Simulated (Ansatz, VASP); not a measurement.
## One calculation of HfB, two programs

The input INCAR:

```
ALGO = Fast
EDIFF = 1E-6
EDIFFG = -0.01
ENCUT = 600
GGA = CA
IBRION = 2
ISIF = 3
ISMEAR = -1
LASPH = T
LCHARG = F
LREAL = F
LWAVE = F
NELM = 80
NSW = 60
PREC = Accurate
PSTRESS = 0
SIGMA = 0.05
```

The input KPOINTS:

```
k-points
0
Gamma
  10 10 10
```

File POSCAR:

```
HfB
1.0
    0.0000000000      2.3100000000      2.3100000000
    2.3100000000      0.0000000000      2.3100000000
    2.3100000000      2.3100000000      0.0000000000
Hf B
1 1
Direct
    0.5000000000      0.5000000000      0.5000000000
    0.0000000000      0.0000000000      0.0000000000
```

input.yaml

```yaml
crystal:
  lattice:
    - [0.0, 2.31, 2.31]
    - [2.31, 0.0, 2.31]
    - [2.31, 2.31, 0.0]
  atoms:
    - { symbol: Hf, position: [0.5, 0.5, 0.5] }
    - { symbol: B, position: [0.0, 0.0, 0.0] }
hamiltonian:
  xc: lda
  pseudopotentials: { kind: paw }
kpoints:
  mp_grid: { grid: [10, 10, 10] }
scf:
  occupations: { method: fermi_dirac, width: 0.05 }
output:
  forces: true
  stress: true
  eigenvalues: true
relax:
  f_tol: 0.01
  max_steps: 40
  cell: { stress_tol: 0.05 }
```

Alike in both runs: task relaxation of cell and atoms; functional LDA; k mesh 10 × 10 × 10; occupations fermi-dirac, width 0.05 eV; no spin polarisation.

```csv
,VASP,Ansatz
version,VASP 6.6.1,Ansatz 0.2.0
potentials or method,"VASP PAW LDA potentials, release 64 (Hf_pv, B)",Ansatz PAW
plane-wave cutoff (eV),600,420
valence electrons in the cell,13,29
```

Ansatz gave:

| Item | Value |
| --- | --- |
| gap on the k mesh at the Fermi level, each at its own relaxed structure (eV) | none |
| relaxed volume (Å³/atom) | 13.38 |
| relaxed cell length with the largest relative difference (Å) | 3.357 |
| energy change over the relaxation (meV/atom) | -55 |

Problem. Which values does VASP return?

Solution. gap on the k mesh at the Fermi level, each at its own relaxed structure (eV): none; relaxed volume (Å³/atom): 13.46; relaxed cell length with the largest relative difference (Å): 3.364; energy change over the relaxation (meV/atom): -65.

A gap of «none» marks a metal or a gap that the smearing closes. The two sets of potentials don't hold the same shells in valence.

Caveats: the plane-wave basis is chosen anew once the cell has moved, so the energies of steps on either side of that aren't comparable (Ansatz); the PAW data sets come from PBE, with cores solved anew for the run's functional, which leaves a small shift of forces and pressure (Ansatz). Spin-orbit coupling is left out, which matters for the levels of Hf.
